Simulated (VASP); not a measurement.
# ZrC: kinetic-energy density

ZrC, Fm-3m (no. 225), 2 atoms in the cell. PBE; PAW potentials Zr_sv, C (PBE set).

## Input

INCAR:
```
ALGO     = Normal         # electronic algorithm
EDIFF    = 1E-7           # SCF threshold, eV
ENCUT    = 520            # plane-wave cutoff, eV
ISIF     = 2              # what is computed and relaxed
ISMEAR   = 0              # smearing method
LASPH    = True           # aspherical terms in the spheres
LCHARG   = True           # write CHGCAR
LREAL    = False          # projectors in reciprocal space
LTAU     = True         
LWAVE    = False          # write WAVECAR
NELM     = 100            # most SCF steps
PREC     = Accurate       # precision mode
SIGMA    = 0.02           # smearing width, eV
```

KPOINTS:
```
k-points
0
Gamma
  8 8 8
```

POSCAR:
```
ZrC
1.0
    0.0000000000      2.3650000000      2.3650000000
    2.3650000000      0.0000000000      2.3650000000
    2.3650000000      2.3650000000      0.0000000000
Zr C
1 1
Direct
    0.5000000000      0.5000000000      0.5000000000
    0.0000000000      0.0000000000      0.0000000000
```

Commands:
```
cat potpaw_PBE.64/Zr_sv/POTCAR potpaw_PBE.64/C/POTCAR > POTCAR
mpirun -np 1 vasp_std > vasp.out
```

## Result

- Kinetic energy of the pseudo orbitals (eV): 427.74

VASP 6.6.1 took 9.2 s on 1 core (Intel Xeon Platinum 8488C (Sapphire Rapids)), a shared host.
